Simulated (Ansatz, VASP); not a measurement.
**Two plane-wave programs on HfC**

File INCAR:

```
SYSTEM = HfC
  ALGO = Normal
  EDIFF = 1E-6
  ENCUT = 520
  ISIF = 2
  ISMEAR = -1
  LASPH = .True.
  LCHARG = .False.
  LREAL = .False.
  LWAVE = .False.
  NBANDS = 14
  NELM = 80
  PREC = Accurate
  SIGMA = 0.05
```

KPOINTS

```
k-points
0
Gamma
  10 10 10
  0 0 0
```

POSCAR

```
HfC
1.0
    0.0000000000      2.2775377028      2.2775377028
    2.2775377028      0.0000000000      2.2775377028
    2.2775377028      2.2775377028      0.0000000000
Hf C
1 1
Direct
    0.5000000000      0.5000000000      0.5000000000
    0.0000000000      0.0000000000      0.0000000000
```

The input input.yaml:

```yaml
crystal:
  lattice:
    - [0.0, 2.2775377028, 2.2775377028]
    - [2.2775377028, 0.0, 2.2775377028]
    - [2.2775377028, 2.2775377028, 0.0]
  atoms:
    - { symbol: Hf, position: [0.5, 0.5, 0.5] }
    - { symbol: C, position: [0.0, 0.0, 0.0] }
hamiltonian:
  xc: lda
  pseudopotentials: { kind: paw }
kpoints:
  mp_grid: { grid: [10, 10, 10] }
scf:
  occupations: { method: fermi_dirac, width: 0.05 }
output:
  forces: true
  stress: true
  eigenvalues: true
```

Alike in both runs: task single point; functional LDA; k mesh 10 × 10 × 10; occupations fermi-dirac, width 0.05 eV; no spin polarisation.

|  | VASP | Ansatz |
| --- | --- | --- |
| version | VASP 6.6.1 | Ansatz 0.2.0 |
| potentials or method | VASP PAW LDA potentials, release 64 (Hf_pv, C) | Ansatz PAW |
| plane-wave cutoff (eV) | 520 | 420 |
| valence electrons in the cell | 14 | 30 |

Ansatz gave:

| Property | Result |
| --- | --- |
| gap on the k mesh at the Fermi level (eV) | none |
| pressure (GPa) | 3.1 |

Problem. Which values does VASP return?

Solution. gap on the k mesh at the Fermi level (eV): none; pressure (GPa): 3.8.

A gap of «none» marks a metal or a gap that the smearing closes. The two sets of potentials don't hold the same shells in valence.

Caveats: the pressure holds a Pulay correction of +0.3 GPa for the finite cutoff (Ansatz); the PAW data sets come from PBE, with cores solved anew for the run's functional, which leaves a small shift of forces and pressure (Ansatz). The runs have no spin-orbit coupling, so splittings on Hf are missing.
